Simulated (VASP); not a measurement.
C:

```
C
1.0
     0.00000    1.78337    1.78337
     1.78337    0.00000    1.78337
     1.78337    1.78337    0.00000
C
2
Cartesian
  0.0000 0.0000 0.0000
  0.8917 0.8917 0.8917
```

This isn't the form of C at room conditions, which is graphite.

Program: VASP 6.6.1. Alike in all runs: task single point; no spin polarisation; cell as given; cutoff (eV) 520; smearing fermi-dirac 0.02 eV.

Problem. Order these runs on this cell by their pressure, lowest first.
A. level r2SCAN; potentials or basis VASP PAW PBE potentials, release 64 (C); k mesh 11 × 11 × 11
B. level PBE; potentials or basis VASP PAW PBE potentials, release 64 (C); k mesh 11 × 11 × 11
C. level LDA; potentials or basis VASP PAW LDA potentials, release 64 (C); k mesh 11 × 11 × 11
D. level HSE06; potentials or basis VASP PAW PBE potentials, release 64 (C); k mesh 8 × 8 × 8; grid for exact exchange (PRECFOCK) Fast; screening parameter 0.2 1/A
E. level PBEsol; potentials or basis VASP PAW PBE potentials, release 64 (C); k mesh 11 × 11 × 11

Solution. C (-11.6 GPa), D (-7.4 GPa), E (-3.8 GPa), A (-1.3 GPa), B (2.5 GPa).

Caveats: the PAW data sets were made with another functional, which shifts forces and pressure a little (some runs).

Not every run made on this cell is shown here.
